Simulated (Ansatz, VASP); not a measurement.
Two plane-wave programs on Cu

Contents of POSCAR:

```
Cu
1.0
    0.0000000000      1.8250000000      1.8250000000
    1.8250000000      0.0000000000      1.8250000000
    1.8250000000      1.8250000000      0.0000000000
Cu
1
Direct
    0.0000000000      0.0000000000      0.0000000000
```

Contents of INCAR.step1:

```
SYSTEM = Cu
  PREC = Accurate
  ENCUT = 520
  ISMEAR = 0
  SIGMA = 0.1
  LREAL = .False.
  LASPH = .True.
  NELM = 60
  NBANDS = 12
  GGA = PE
  ALGO = Normal
  EDIFF = 1E-4
  LWAVE = .True.
  LCHARG = .False.
```

File INCAR.step2:

```
SYSTEM = Cu
  PREC = Accurate
  ENCUT = 520
  EDIFF = 1E-7
  ISMEAR = 0
  SIGMA = 0.1
  LREAL = .False.
  LASPH = .True.
  NELM = 60
  ALGO = Normal
  ISIF = 2
  LWAVE = .False.
  LCHARG = .True.
  METAGGA = R2SCAN
  LMIXTAU = .True.
  LELF = .True.
  LVHAR = .True.
  NBANDS = 12
  ISTART = 1
```

File KPOINTS:

```
regular mesh
0
Gamma
  8 8 8
  0 0 0
```

Input for Ansatz:

```yaml
crystal:
  lattice:
    - [0.0, 1.825, 1.825]
    - [1.825, 0.0, 1.825]
    - [1.825, 1.825, 0.0]
  atoms:
    - { symbol: Cu, position: [0.0, 0.0, 0.0] }
basis:
  ecutwfc: 500
kpoints:
  mp_grid: { grid: [8, 8, 8] }
hamiltonian:
  xc: r2scan
  pseudopotentials: { kind: paw, azcp: { folder: soft_1 } }
scf:
  occupations: { method: gaussian, width: 0.1 }
output:
  forces: true
  stress: true
  eigenvalues: true
```

Alike in both runs: task single point; functional r2SCAN; k mesh 8 × 8 × 8; occupations gaussian, width 0.1 eV; no spin polarisation.

```csv
,VASP,Ansatz
version,VASP 6.6.1,Ansatz 0.2.0
potentials or method,"VASP PAW PBE potentials, release 64 (Cu)","scalar-relativistic, plane waves, PAW"
plane-wave cutoff (eV),520,500
valence electrons in the cell,11,19
```

VASP gave:

```
gap on the k mesh at the Fermi level (eV) : none
pressure (GPa)                            : -7.1
```

What did Ansatz give for the same quantities?

gap on the k mesh at the Fermi level (eV): none; pressure (GPa): -7.5.

A gap of «none» marks a metal or a gap that the smearing closes. With one functional, cell and mesh, what is left measures potentials, basis and numerics. The two sets of potentials don't hold the same shells in valence.

Caveats: the k mesh is coarse (spacing up to 0.37 Å⁻¹), so the values aren't converged; the PAW data sets were made with another functional, which shifts forces and pressure a little (VASP).
